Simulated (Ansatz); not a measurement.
**Response to strain in ZrO2**

Consider ZrO$_{2}$ (space group P2_1/c, No. 14).

```
CELL_PARAMETERS angstrom
      5.18987     0.00000     0.00000
      0.00000     5.24188     0.00000
     -0.90466     0.00000     5.30184
ATOMIC_POSITIONS crystal
  Zr 0.27576 0.04379 0.21002
  Zr 0.72424 0.54379 0.28998
  Zr 0.72424 0.95621 0.78998
  Zr 0.27576 0.45621 0.71002
  O  0.06497 0.32630 0.35005
  O  0.93503 0.82630 0.14995
  O  0.93503 0.67370 0.64995
  O  0.06497 0.17370 0.85005
  O  0.45100 0.75674 0.47552
  O  0.54900 0.25674 0.02448
  O  0.54900 0.24326 0.52448
  O  0.45100 0.74326 0.97552
```

Cartesian axes are those of the cell as printed.

Strains are applied to the cell and any free atomic positions relax; under biaxial strain the out-of-plane vector relaxes too; under stress the whole cell relaxes.

Calculations: DFT with PBE, PAW potentials and a 420 eV plane-wave cutoff in Ansatz (a program for electronic structure), without spin-orbit coupling.

Notes on the quantities. energy relative to the base: free energy F.

| change | energy relative to the base | shortest interatomic distance |
|---|---|---|
| base | 0 meV/atom | 2.058 Å |
| biaxial strain −0.95 %, plane normal [001], relaxed out of plane | +2.5 meV/atom | 2.041 Å |
| biaxial strain −0.89 %, plane normal [001], relaxed out of plane | +2.2 meV/atom | 2.042 Å |
| biaxial strain −0.86 %, plane normal [001], relaxed out of plane | +2.0 meV/atom | 2.043 Å |
| uniaxial strain ε_xx = +2.93 % | +9.8 meV/atom | 2.070 Å |
| uniaxial strain ε_yy = +5.80 % | +39 meV/atom | 2.086 Å |
| uniaxial stress, 2 GPa compression along z | +0.8 meV/atom | 2.065 Å |
| uniaxial stress, 8 GPa tension along x | +11 meV/atom | 2.074 Å |

Stability under load was not tested beyond the relaxation.
